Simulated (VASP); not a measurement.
A run of VASP 6.6.1 is set up as follows.

The input INCAR:

```
PREC = Accurate
ENCUT = 600
EDIFF = 1E-6
ISMEAR = -1
SIGMA = 0.05
LREAL = F
LASPH = T
NELM = 100
ALGO = Normal
ISIF = 3
LWAVE = F
LCHARG = F
MAGMOM = 0 0 0 0 0 0
LORBIT = 11
LSORBIT = T
GGA_COMPAT = F
GGA = PS
IBRION = 2
NSW = 40
EDIFFG = -0.02
```

The input KPOINTS:

```
regular mesh
0
Gamma
  7 7 6
```

POSCAR

```
Ga
1.0
    1.3830000000     -4.0265000000      0.0000000000
    1.3830000000      4.0265000000      0.0000000000
   -0.1174474948      0.0000000000      3.3299294416
Ga
2
Direct
    0.1310000000      0.8690000000      0.7500000000
    0.8690000000      0.1310000000      0.2500000000
```

Potentials or basis: VASP PAW PBE potentials, release 64 (Ga_d).

Run with:

```console
$ cat potpaw_PBE.64/Ga_d/POTCAR > POTCAR
$ mpirun -np 1 vasp_ncl > vasp.out
```

(1) Estimate the relaxed cell.

(2) Estimate the relaxed volume.

Answers

(1) a = 4.252 Å, b = 4.252 Å, c = 3.426 Å, α = 91.39°, β = 91.39°, γ = 144.16°.

(2) 18.08 Å³/atom.

Caveat: the PAW data sets were made with another functional, which shifts forces and pressure a little.
